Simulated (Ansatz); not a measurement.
The system is NiO.

```
Ni O
1.0
     0.00000    2.08590    2.08590
     2.08590    0.00000    2.08590
     2.08590    2.08590    0.00000
Ni O
1 1
Direct
  0.00000 0.00000 0.00000
  0.50000 0.50000 0.50000
```

Program: Ansatz 0.2.0. Alike in all runs: cell as given.

Question: Order these runs on this cell by their band gap on the k mesh, lowest first.
A. level LDA; potentials or basis PseudoDojo standard (LDA files); spin collinear, ferromagnetic start; k mesh 11 × 11 × 11; cutoff (eV) 1333; smearing fermi-dirac 0.05 eV; points for each segment of the path 14; mesh quality not flagged
B. level r2SCANh; potentials or basis Ansatz NC; spin collinear, ferromagnetic start; k mesh 6 × 6 × 6; cutoff (eV) 1400; smearing fermi-dirac 0.05 eV; mesh quality coarse
C. level LDA+U; potentials or basis JTH PAW; spin collinear, ferromagnetic start; U Ni d U = 7 eV; k mesh 11 × 11 × 11; cutoff (eV) 2400; smearing methfessel-paxton 0.01 eV; points for each segment of the path 14; hubbard projectors ortho-atomic (the default); double counting fll (the default); mesh quality not flagged
D. level revPBE+U; potentials or basis Ansatz NC; spin collinear, random start; U Ni d U = 7 eV; k mesh 11 × 11 × 11; cutoff (eV) 1400; smearing tetrahedron; hubbard projectors all-electron-atomic; double counting amf; mesh quality not flagged
E. level PBEsol+D4+U; potentials or basis Ansatz PAW earlier set; spin collinear, random start; U Ni d U = 5 eV; k mesh 11 × 11 × 11; cutoff (eV) 1080; smearing cold 0.05 eV; hubbard projectors ortho-atomic (the default); double counting fll (the default); mesh quality not flagged

Answer: A (metal), E (1.49 eV), D (1.74 eV), C (1.92 eV), B (2.30 eV).

Caveats: some runs use coarse meshes; the magnetic or orbital state may not be the lowest (some runs); a cell with one magnetic atom can't hold antiferromagnetic order, which such compounds often take (some runs); odd divisions of the mesh miss points on the zone boundary, where band edges often lie, so the gap on the mesh can be too wide (some runs); semilocal functionals often make such compounds metallic where correlation or magnetic order opens a gap, which also shifts bond lengths (some runs).

A k mesh can miss the band edges.

Not every run made on this cell is shown here.
